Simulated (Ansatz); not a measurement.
# Al2O3 in Ansatz: the effect of functional

Crystal: Al2O3.

```
Al O
1.0
     4.61378    0.00000    0.00000
     0.00000    9.56328    0.00000
     0.00000    0.00000    3.11986
Al O
4 6
Direct
  0.98298 0.82457 0.00000
  0.01702 0.17543 0.00000
  0.48297 0.67543 0.50000
  0.51702 0.32457 0.50000
  0.50000 0.50000 0.50000
  0.12363 0.75305 0.50000
  0.37637 0.25305 0.00000
  0.62364 0.74695 0.00000
  0.00000 0.00000 0.00000
  0.87636 0.24695 0.50000
```

Measurements of this composition are mostly on another form, of space group No. 167.

Alike in all runs:

- Program: Ansatz 0.2.0
- Task: band structure
- Potentials or basis: Ansatz PAW
- Cutoff: 420 eV (not typed: the program's choice for these potentials)
- k mesh: 5 × 3 × 7
- Occupations: fermi-dirac, width 0.05 eV
- Spin: no spin polarisation

| functional | gap on the mesh (eV) | pressure (GPa) | largest force (eV/Å) |
| --- | --- | --- | --- |
| LDA | 3.36 | -6.5 | 0.20 |
| PBEsol | 3.43 | -2.6 | 0.17 |
| RPBE | 3.69 | 3.0 | 0.22 |
| revPBE | 3.67 | 2.3 | 0.21 |
| BLYP | ? | ? | ? |

What does the run with functional BLYP give?

gap on the mesh 3.64 eV; pressure 1.5 GPa; largest force 0.21 eV/Å.

Caveats: the PAW data sets come from PBE, with cores solved anew for the run's functional, which leaves a small shift of forces and pressure.

Runs at the PBE level aren't shown here.
